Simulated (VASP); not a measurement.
Set up this calculation in VASP 6.6.1, as the native input.

| Quantity | Value |
| --- | --- |
| Task | single point |
| Functional | PBEsol |
| Potentials or basis | VASP PAW PBE potentials, release 64 (La, B) |
| Cutoff | 520 eV |
| k mesh | 14 × 14 × 14 |
| Occupations | gaussian, width 0.1 eV |
| Spin | no spin polarisation |
| Further INCAR settings | ALGO = Normal; EDIFF = 1e-06; NBANDS = 24 |

The structure of LaB6 lies in POSCAR:

```
LaB6
1.0
    4.1303900000      0.0000000000      0.0000000000
    0.0000000000      4.1303900000      0.0000000000
    0.0000000000      0.0000000000      4.1303900000
La B
1 6
Direct
    0.0000000000      0.0000000000      0.0000000000
    0.8004400000      0.5000000000      0.5000000000
    0.1995600000      0.5000000000      0.5000000000
    0.5000000000      0.5000000000      0.8004400000
    0.5000000000      0.5000000000      0.1995600000
    0.5000000000      0.1995600000      0.5000000000
    0.5000000000      0.8004400000      0.5000000000
```

The cell is a database's computed one.

These files were run (other wordings do the same):

INCAR

```
SYSTEM = LaB6
ALGO     = Normal         ! electronic algorithm
EDIFF    = 1E-6           ! SCF threshold, eV
ENCUT    = 520            ! plane-wave cutoff, eV
GGA      = PS             ! functional
ISIF     = 2              ! what is computed and relaxed
ISMEAR   = 0              ! smearing method
LASPH    = .True.         ! aspherical terms in the spheres
LCHARG   = .False.        ! write CHGCAR
LREAL    = .False.        ! projectors in reciprocal space
LWAVE    = .False.        ! write WAVECAR
NBANDS   = 24             ! bands
NELM     = 60             ! most SCF steps
PREC     = Accurate       ! precision mode
SIGMA    = 0.1            ! smearing width, eV
```

KPOINTS

```
k-points
0
Gamma
  14 14 14
  0 0 0
```

Potentials or basis: VASP PAW PBE potentials, release 64 (La, B).

Command:

```sh
$ cat potpaw_PBE.64/La/POTCAR potpaw_PBE.64/B/POTCAR > POTCAR
$ mpirun -np 1 vasp_std > vasp.out
```

Results of the run:

```json
{"Pressure": "0.0 GPa", "Largest force": "0.004 eV/Å", "Band gap on the k mesh": "none (metal or under the smearing width)"}
```

Caveat: the PAW data sets were made with another functional, which shifts forces and pressure a little.

Run time: 3.1 min on 1 thread of Intel(R) Xeon(R) Platinum 8488C (Sapphire Rapids), with other jobs on the host, peak memory 0.33 GiB.
